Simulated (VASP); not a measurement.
# BaTiO3 (P4mm) in VASP: notebook, part 2 of 2

VASP 6.6.1.

### Step 3. Relaxation of cell and atoms, PBEsol+D3(BJ)

INCAR

```
PREC = Accurate ; ENCUT = 600
EDIFF = 1E-6 ; ISMEAR = -1
SIGMA = 0.05 ; LREAL = False
LASPH = True ; NELM = 60
ALGO = Normal ; ISIF = 3
LWAVE = False ; LCHARG = False
GGA = PS ; IVDW = 12
IBRION = 2 ; NSW = 60
EDIFFG = -0.02
```

KPOINTS

```
regular mesh
0
Gamma
  7 7 7
```

POSCAR

```
BaTiO3
1.0
    3.9998000000      0.0000000000      0.0000000000
    0.0000000000      3.9998000000      0.0000000000
    0.0000000000      0.0000000000      4.0180000000
Ba Ti O
1 1 3
Direct
    0.0000000000      0.0000000000      0.0000000000
    0.5000000000      0.5000000000      0.4900000000
    0.0000000000      0.5000000000      0.5170000000
    0.5000000000      0.0000000000      0.5170000000
    0.5000000000      0.5000000000      0.0190000000
```

Potentials or basis: VASP PAW PBE potentials, release 64 (Ba_sv, Ti_sv, O).

Started as:

```
$ cat potpaw_PBE.64/Ba_sv/POTCAR potpaw_PBE.64/Ti_sv/POTCAR potpaw_PBE.64/O/POTCAR > POTCAR
$ mpirun -np 1 vasp_std > vasp.out
```

OUTCAR:

```text
PREC = Accurate
   ENCUT = 600
   EDIFF = 1E-6
   ISMEAR = -1
   LREAL = False
   LASPH = True
   NELM = 60
   ISIF = 3
   GGA = PS
   IVDW = 12
   IBRION = 2
   NSW = 60
   EDIFFG = -0.02
 IVDW          = 12

 ion  position               nearest neighbor table
   1  0.000  0.000  0.000-   3 2.79   4 2.79   3 2.79   4 2.79   5 2.83   5 2.83   5 2.83   5 2.83
                             4 2.88   3 2.88   4 2.88   3 2.88   2 3.45   2 3.45   2 3.45   2 3.45
   2  0.500  0.500  0.490-   5 1.89   4 2.00   3 2.00   4 2.00   3 2.00   5 2.13   1 3.45   1 3.45
                             1 3.45   1 3.45   1 3.49   1 3.49   1 3.49   1 3.49
   3  0.000  0.500  0.517-   2 2.00   2 2.00   1 2.79   1 2.79   1 2.88   1 2.88
   4  0.500  0.000  0.517-   2 2.00   2 2.00   1 2.79   1 2.79   1 2.88   1 2.88
   5  0.500  0.500  0.019-   2 1.89   2 2.13   1 2.83   1 2.83   1 2.83   1 2.83

  LATTYP: Found a simple tetragonal cell.
 ALAT       =     3.9998000000
 C/A-ratio  =     1.0045502275

  Lattice vectors:

[... 189 lines left out ...]

 Edisp (eV)   -1.31741

 E8    (eV) :    -0.9121
[... 249 lines left out ...]
--------------------------------------- Ionic step        7  -------------------------------------------

 number of electron      39.9999985 magnetization

 Free energy of the ion-electron system (eV)
  ---------------------------------------------------
  ext. energy  EPLUGINS =         0.00000000
  ---------------------------------------------------
  free energy    TOTEN  =       -41.99054510 eV

  energy without entropy =      -41.99054510  energy(sigma->0) =      -41.99054510

 E-fermi :   4.8543     XC(G=0): -11.6606

 val. band max:        3.8559703644   @ k =   0.4286   0.4286   0.4286
 cond. band min:       5.7490207985   @ k =   0.0000   0.0000   0.0000
 fundamental gap:      1.8930504341
 Fermi energy:         4.8542676978

 k-point     1 :       0.0000    0.0000    0.0000
  band No.  band energies     occupation
      1     -52.2426      2.00000
      2     -28.6252      2.00000
      3     -28.5858      2.00000
      4     -28.5858      2.00000
      5     -20.8038      2.00000
      6     -12.9670      2.00000
[... 637 lines left out ...]
     23       7.7321      0.00000
     24       8.9528      0.00000

 [... further k-points ...]

------------------------ aborting loop because EDIFF is reached ----------------------------------------

 Edisp (eV)   -1.36018

 E8    (eV) :    -0.9420
[... 28 lines left out ...]
  FREE ENERGIE OF THE ION-ELECTRON SYSTEM (eV)
  ---------------------------------------------------
  free  energy   TOTEN  =       -43.3507242316 eV

  energy  without entropy=      -43.3507242310  energy(sigma->0) =      -43.35072423

 reached required accuracy - stopping structural energy minimisation
```

CONTCAR:

```text
BaTiO3
   1.00000000000000
     3.9497106763310343    0.0000000000000000    0.0000000000000000
     0.0000000000000000    3.9497106763310343    0.0000000000000000
     0.0000000000000000   -0.0000000000000000    3.9962392000967553
  Ba              Ti              O
     1     1     3
Direct
     0.0000000000000000    0.0000000000000000    0.0019580616684645
     0.5000000000000000    0.5000000000000000    0.4893528502668744
     0.0000000000000000    0.5000000000000000    0.5149381244246574
     0.5000000000000000    0.0000000000000000    0.5149381244246574
     0.5000000000000000    0.5000000000000000    0.0218128392153530

  0.00000000E+00  0.00000000E+00  0.00000000E+00
  0.00000000E+00  0.00000000E+00  0.00000000E+00
  0.00000000E+00  0.00000000E+00  0.00000000E+00
  0.00000000E+00  0.00000000E+00  0.00000000E+00
  0.00000000E+00  0.00000000E+00  0.00000000E+00
```

It took 2.5 min on 1 thread of AMD EPYC 9R45 (Zen 5), shared host; peak memory 0.22 GiB.

What came out:

```yaml
Free_energy: -43.3507 eV
Relaxed_volume: 12.47 Å³/atom
Relaxed_cell: a = 3.950 Å, b = 3.950 Å, c = 3.996 Å, α = 90.00°, β = 90.00°, γ = 90.00°
Space_group_after_relaxing_to_0.05_Å: P4mm (No. 99)
Energy_gained_by_relaxing: 8.0 meV/atom
Ionic_steps: 7
Pressure_after_relaxing: -0.1 GPa
Largest_force_after_relaxing: 0.019 eV/Å
Band_gap_on_the_k_mesh: 1.89 eV, indirect (least direct gap 2.08 eV)
Dispersion_energy_per_atom: -0.272 eV
```

Forces in eV/Å, atoms in the order of the input:
```
Ba   0.000  0.000  0.012
Ti   0.000  0.000 -0.019
O    0.000  0.000 -0.003
O    0.000  0.000 -0.003
O    0.000  0.000  0.012
```

The path:
| step | energy change (eV) | largest force (eV/Å) | pressure (GPa) | volume (Å³) |
| --- | --- | --- | --- | --- |
| 1 | 0.0000 | 0.3263 | -5.60 | 64.28 |
| 2 | 0.0077 | 0.3644 | 7.12 | 60.19 |
| 3 | -0.0385 | 0.0673 | 0.05 | 62.28 |
| 4 | -0.0385 | 0.0676 | 0.12 | 62.24 |
| 5 | -0.0396 | 0.0441 | 0.14 | 62.24 |
| 6 | -0.0397 | 0.0321 | 0.13 | 62.25 |
| 7 | -0.0399 | 0.0188 | -0.08 | 62.34 |

Final structure:
```
Ba Ti O
1.0
     3.94971    0.00000    0.00000
     0.00000    3.94971    0.00000
     0.00000    0.00000    3.99624
Ba Ti O
1 1 3
Cartesian
  0.0000 0.0000 0.0078
  1.9749 1.9749 1.9556
  0.0000 1.9749 2.0578
  1.9749 0.0000 2.0578
  1.9749 1.9749 0.0872
```

Levels at points of the mesh, in eV from the valence-band top:
```tsv
k point	band 18	band 19	band 20	band 21	band 22	band 23
(0.00, 0.00, 0.00)	-0.21	-0.19	-0.19	1.89	2.12	2.12
```

Caveat: the PAW data sets were made with another functional, which shifts forces and pressure a little; spin-orbit coupling is left out, which moves the levels of the heavy elements; an odd mesh through Γ misses points on the zone boundary, where band edges often lie.

### Step 4. Single point, PBE

INCAR

```
  ADDGRID = F
  ALGO = Normal
  EDIFF = 1E-7
  ENCUT = 520
  GGA = PE
  ISIF = 2
  ISMEAR = 0
  LASPH = T
  LCHARG = F
  LREAL = F
  LWAVE = F
  NELM = 100
  PREC = Accurate
  SIGMA = 0.05
```

KPOINTS

```
k-points
0
Gamma
  6 6 6
```

POSCAR is that of step 3.

Potentials or basis: VASP PAW PBE potentials, release 64 (Ba_sv, Ti_sv, O).

Started as:

```
$ cat potpaw_PBE.64/Ba_sv/POTCAR potpaw_PBE.64/Ti_sv/POTCAR potpaw_PBE.64/O/POTCAR > POTCAR
$ mpirun -np 1 vasp_std > vasp.out
```

OUTCAR:

```text
EDIFF = 1E-7
   ENCUT = 520
   GGA = PE
   ISIF = 2
   ISMEAR = 0
   LASPH = T
   LREAL = F
   NELM = 100
   PREC = Accurate

 Found     40 irreducible k-points:

 Following reciprocal coordinates:
            Coordinates               Weight
  0.000000  0.000000  0.000000      1.000000
  0.166667  0.000000  0.000000      4.000000
  0.333333  0.000000  0.000000      4.000000
  0.500000  0.000000  0.000000      2.000000
  0.166667  0.166667  0.000000      4.000000
  0.333333  0.166667  0.000000      8.000000
   k-points           NKPTS =     40   k-points in BZ     NKDIM =     40   number of bands    NBANDS=     24
   number of dos      NEDOS =    301   number of ions     NIONS =      5
   total plane-waves  NPLWV =  27000
   dimension x,y,z NGX =    30 NGY =   30 NGZ =   30
   dimension x,y,z NGXF=    60 NGYF=   60 NGZF=   60
   ions per type =               1   1   3
   NGX,Y,Z   is equivalent  to a cutoff of  12.47, 12.47, 12.41 a.u.
   NGXF,Y,Z  is equivalent  to a cutoff of  24.94, 24.94, 24.83 a.u.
 SYSTEM =  unknown system
   PREC   = accura    normal or accurate (medium, high low for compatibility)
   ISTART =      0    job   : 0-new  1-cont  2-samecut
   ICHARG =      2    charge: 1-file 2-atom 10-const
   ISPIN  =      1    spin polarized calculation?
   LNONCOLLINEAR =      F non collinear calculations
   LSORBIT =      F    spin-orbit coupling
   LASPH  =      T    aspherical Exc in radial PAW
   ENCUT  =  520.0 eV  38.22 Ry    6.18 a.u.   7.44  7.44  7.47*2*pi/ulx,y,z
   NELM   =    100;   NELMIN=  2; NELMDL= -5     # of ELM steps
   EDIFF  = 0.1E-06   stopping-criterion for ELM
   LREAL  =      F    real-space projection
   EDIFFG = 0.1E-05   stopping-criterion for IOM
   NSW    =      0    number of steps for IOM
   IBRION =     -1    ionic relax: 0-MD 1-quasi-New 2-CG
   NFREE  =      0    steps in history (QN), initial steepest desc. (CG)
   ISIF   =      2    stress and relaxation
   ISYM   =      2    0-nonsym 1-usesym 2-fastsym
   POTIM  = 0.5000    time-step for ionic-motion
   TEBEG  =    0.0;   TEEND  =   0.0 temperature during run
   PSTRESS=    0.0 pullay stress
   NELECT =      40.0000    total number of electrons
   NUPDOWN=      -1.0000    fix difference up-down
   EMIN   =  10.00;   EMAX   =-10.00  energy-range for DOS
   EFERMI =   0.00;   METHOD = LEGACY
   ISMEAR =     0;   SIGMA  =   0.05  broadening in eV -4-tet -1-fermi 0-gaus
   EFERMI_NEDOS =   21; number of points for ismear=-14 and -15
   IALGO  =     38    algorithm
   IMIX   =      4    mixing-type and parameters
     AMIX     =   0.40;   BMIX     =  1.00
     AMIX_MAG =   1.60;   BMIX_MAG =  1.00
  volume/ion in A,a.u.               =      12.86        86.76
  Fermi-wavevector in a.u.,A,eV,Ry     =   1.397653  2.641181 26.578078  1.953434
  Thomas-Fermi vector in A             =   2.520888
   LORBIT       =      0    0 simple, 1 ext, 2 COOP (PROOUT), +10 PAW based schemes
   GGA     = PE    functional components
   LHFCALC =     F    Hartree Fock is set to
   AEXX    =    0.0000 exact exchange contribution
   IVDW    =     0    specifies the selected vdW correction
   LEPSILON=     F    determine dielectric tensor
   LRPA    =     F    only Hartree local field effects (RPA)
 non-spin polarized calculation
 Gauss-broadening in eV      SIGMA  =   0.05
  energy-cutoff  :      520.00
  volume of cell :       64.28
 maximum number of plane-waves:      1751
 NGX is ok and might be reduce to    30
   NGX = 15   NGY = 15   NGZ = 15

 number of electron      39.9999977 magnetization

 Free energy of the ion-electron system (eV)
  ---------------------------------------------------
  ext. energy  EPLUGINS =         0.00000000
  ---------------------------------------------------
  free energy    TOTEN  =       -39.98206466 eV

  energy without entropy =      -39.98206466  energy(sigma->0) =      -39.98206466

 E-fermi :   4.1591     XC(G=0): -11.2422

 val. band max:        3.8480159803   @ k =   0.5000   0.5000   0.5000
 cond. band min:       5.6184842798   @ k =   0.0000   0.0000   0.0000
 fundamental gap:      1.7704682994
 Fermi energy:         4.1591083379

 k-point     1 :       0.0000    0.0000    0.0000
  band No.  band energies     occupation
      1     -52.7548      2.00000
      2     -28.9957      2.00000
      3     -28.9658      2.00000
      4     -28.9658      2.00000
      5     -21.0129      2.00000
      6     -13.0750      2.00000
[... 16 lines left out ...]
     23       5.8344      0.00000
     24       7.8103      0.00000

 k-point     2 :       0.1667    0.0000    0.0000
  band No.  band energies     occupation
      1     -52.7545      2.00000
      2     -28.9952      2.00000
      3     -28.9791      2.00000
      4     -28.9654      2.00000
      5     -20.9836      2.00000
      6     -13.1005      2.00000
[... 16 lines left out ...]
     23       6.1910      0.00000
     24       7.8811      0.00000

 k-point     3 :       0.3333    0.0000    0.0000
  band No.  band energies     occupation
      1     -52.7540      2.00000
      2     -29.0054      2.00000
      3     -28.9941      2.00000
      4     -28.9643      2.00000
      5     -20.9238      2.00000
      6     -13.2274      2.00000
[... 16 lines left out ...]
     23       6.9755      0.00000
     24       7.8790      0.00000

 k-point     4 :       0.5000    0.0000    0.0000
  band No.  band energies     occupation
      1     -52.7537      2.00000
      2     -29.0184      2.00000
      3     -28.9936      2.00000
      4     -28.9638      2.00000
      5     -20.8932      2.00000
      6     -13.3108      2.00000
[... 16 lines left out ...]
     23       7.3675      0.00000
     24       7.8698      0.00000

 k-point     5 :       0.1667    0.1667    0.0000
  band No.  band energies     occupation
      1     -52.7542      2.00000
      2     -28.9947      2.00000
      3     -28.9788      2.00000
      4     -28.9782      2.00000
      5     -20.9568      2.00000
      6     -13.0841      2.00000
[... 16 lines left out ...]
     23       6.4105      0.00000
     24       8.2151      0.00000

 k-point     6 :       0.3333    0.1667    0.0000
  band No.  band energies     occupation
      1     -52.7537      2.00000
      2     -29.0046      2.00000
      3     -28.9936      2.00000
      4     -28.9773      2.00000
      5     -20.9022      2.00000
      6     -13.1349      2.00000
[... 16 lines left out ...]
     23       7.0435      0.00000
     24       8.2844      0.00000

 [... further k-points ...]

------------------------ aborting loop because EDIFF is reached ----------------------------------------

  FORCE on cell =-STRESS in cart. coord.  units (eV):
  Direction    XX          YY          ZZ          XY          YZ          ZX
  --------------------------------------------------------------------------------------
  -------------------------------------------------------------------------------------
  Total        1.5634850      1.5634850      1.9406915      0.0000000      0.0000000      0.0000000
  in kB       38.9688714     38.9688714     48.3705035      0.0000000      0.0000000      0.0000000
  external PRESSURE =      42.1027487 kB  Pullay stress =       0.0000000 kB

 VOLUME and BASIS-vectors are now :
 -----------------------------------------------------------------------------
  energy-cutoff  :      520.00
  volume of cell :       64.28
      direct lattice vectors                 reciprocal lattice vectors
     3.999800000  0.000000000  0.000000000     0.250012501  0.000000000  0.000000000
     0.000000000  3.999800000  0.000000000     0.000000000  0.250012501  0.000000000
     0.000000000  0.000000000  4.018000000     0.000000000  0.000000000  0.248880040

 POSITION                                       TOTAL-FORCE (eV/Angst)
 -----------------------------------------------------------------------------------
      0.00000      0.00000      0.00000         0.000000     -0.000000      0.075382
      1.99990      1.99990      1.96882         0.000000      0.000000     -0.117381
      0.00000      1.99990      2.07731        -0.000000     -0.000000     -0.116323
      1.99990      0.00000      2.07731         0.000000     -0.000000     -0.116323
      1.99990      1.99990      0.07634         0.000000      0.000000      0.274645
 -----------------------------------------------------------------------------------
    total drift:                                0.000000      0.000000      0.000171

  FREE ENERGIE OF THE ION-ELECTRON SYSTEM (eV)
  ---------------------------------------------------
  free  energy   TOTEN  =       -39.9820646608 eV

  energy  without entropy=      -39.9820646608  energy(sigma->0) =      -39.98206466
```

OSZICAR:

```text
N       E                     dE             d eps       ncg     rms          rms(c)
DAV:   1     0.455490798740E+03    0.45549E+03   -0.21449E+04  1920   0.180E+03
DAV:   2    -0.376292125645E+01   -0.45925E+03   -0.45217E+03  2408   0.491E+02
DAV:   3    -0.487650190925E+02   -0.45002E+02   -0.44018E+02  2840   0.146E+02
DAV:   4    -0.508246327639E+02   -0.20596E+01   -0.20585E+01  2744   0.280E+01
DAV:   5    -0.508923321922E+02   -0.67699E-01   -0.67698E-01  2640   0.391E+00    0.231E+01
DAV:   6    -0.401196704930E+02    0.10773E+02   -0.74771E+01  2992   0.778E+01    0.100E+01
DAV:   7    -0.401421089300E+02   -0.22438E-01   -0.12228E+01  2416   0.257E+01    0.648E+00
DAV:   8    -0.399655307422E+02    0.17658E+00   -0.95271E-01  2616   0.948E+00    0.292E+00
DAV:   9    -0.399968677762E+02   -0.31337E-01   -0.27926E-01  2600   0.414E+00    0.123E+00
DAV:  10    -0.399828920021E+02    0.13976E-01   -0.95341E-02  2552   0.329E+00    0.385E-01
DAV:  11    -0.399821079833E+02    0.78402E-03   -0.63715E-03  2880   0.633E-01    0.623E-02
DAV:  12    -0.399820857515E+02    0.22232E-04   -0.27452E-04  2296   0.133E-01    0.363E-02
DAV:  13    -0.399820618942E+02    0.23857E-04   -0.24765E-04  2440   0.171E-01    0.948E-03
DAV:  14    -0.399820646866E+02   -0.27924E-05   -0.24219E-05  2816   0.359E-02    0.592E-03
DAV:  15    -0.399820649807E+02   -0.29418E-06   -0.28016E-06  2480   0.113E-02    0.606E-03
DAV:  16    -0.399820647600E+02    0.22069E-06   -0.30225E-06  2536   0.153E-02    0.334E-03
DAV:  17    -0.399820646879E+02    0.72154E-07   -0.13257E-06  2424   0.103E-02    0.107E-03
DAV:  18    -0.399820646608E+02    0.27097E-07   -0.11756E-07  1408   0.356E-03
   1 F= -.39982065E+02 E0= -.39982065E+02  d E =-.202544E-20
```

Run time: 45 s. Hardware: 1 thread of Intel Xeon 6975P-C (Granite Rapids), shared host; peak memory 0.21 GiB.

The run converged, but some of its settings lie outside the range that counts as converged, so its numbers aren't taken as properties of the crystal.

What came out:

```
Free energy            : -39.9821 eV
Pressure               : 4.2 GPa
Largest force          : 0.275 eV/Å
Band gap on the k mesh : 1.77 eV, indirect (least direct gap 2.06 eV)
```

Caveat: spin-orbit coupling is left out, which moves the levels of the heavy elements.

### Step 5. Single point, PBE

INCAR: that of step 4 with these lines changed.

```diff
@@ -3,3 +3,3 @@
   EDIFF = 1E-7
-  ENCUT = 520
+  ENCUT = 650
   GGA = PE
```

KPOINTS

```
k-points
0
Gamma
  7 7 7
```

POSCAR is that of step 4.

Started as:

```
$ cat potpaw_PBE.64/Ba_sv/POTCAR potpaw_PBE.64/Ti_sv/POTCAR potpaw_PBE.64/O/POTCAR > POTCAR
$ mpirun -np 1 vasp_std > vasp.out
```

Run time: 72 s. Hardware: 1 thread of Intel Xeon 6975P-C (Granite Rapids), shared host; peak memory 0.26 GiB.

These settings aren't checked as converged: the numbers below hold their error.

What came out:

| Property | Result |
| --- | --- |
| Free energy | -39.9945 eV |
| Pressure | 4.0 GPa |
| Largest force | 0.279 eV/Å |
| Band gap on the k mesh | 1.87 eV, indirect (least direct gap 2.06 eV) |

Caveat: spin-orbit coupling is left out, which moves the levels of the heavy elements; an odd mesh through Γ misses points on the zone boundary, where band edges often lie.

### Step 6. For comparison

An earlier run on the cell as given: functional PBEsol; potentials or basis VASP PAW PBE potentials, release 64 (Ba_sv, Ti_sv, O); cutoff 520 eV; k mesh 7 × 7 × 7; occupations fermi-dirac, width 0.05 eV; no spin polarisation.

- Pressure: -2.0 GPa
- Largest force: 0.323 eV/Å
- Band gap on the k mesh: 1.82 eV, indirect (least direct gap 2.02 eV)

### Step 7. The runs side by side

| task | level | cell | cutoff (eV) | ladder | gap on the mesh (eV) | pressure (GPa) | relaxed volume (Å³/atom) | largest force (eV/Å) |
| --- | --- | --- | --- | --- | --- | --- | --- | --- |
| relaxation of cell and atoms | PBEsol+D3 | relaxed | 600 | - | 1.89 | 0.0 | 12.62 | 0.01 |
| relaxation of cell and atoms | PBEsol+D3(BJ) | relaxed | 600 | - | 1.89 | -0.1 | 12.47 | 0.02 |
| single point | PBEsol | as given | 520 | free | 1.82 | -2.0 | - | 0.32 |

Alike in all rows: potentials or basis VASP PAW PBE potentials, release 64 (Ba_sv, Ti_sv, O); no spin polarisation; k mesh 7 × 7 × 7; smearing fermi-dirac 0.05 eV.

Caveats: the PAW data sets were made with another functional, which shifts forces and pressure a little; spin-orbit coupling is left out, which moves the levels of the heavy elements; an odd mesh through Γ misses points on the zone boundary, where band edges often lie.

Total energies depend on the potentials used, so only differences within one code and one set of settings carry meaning.
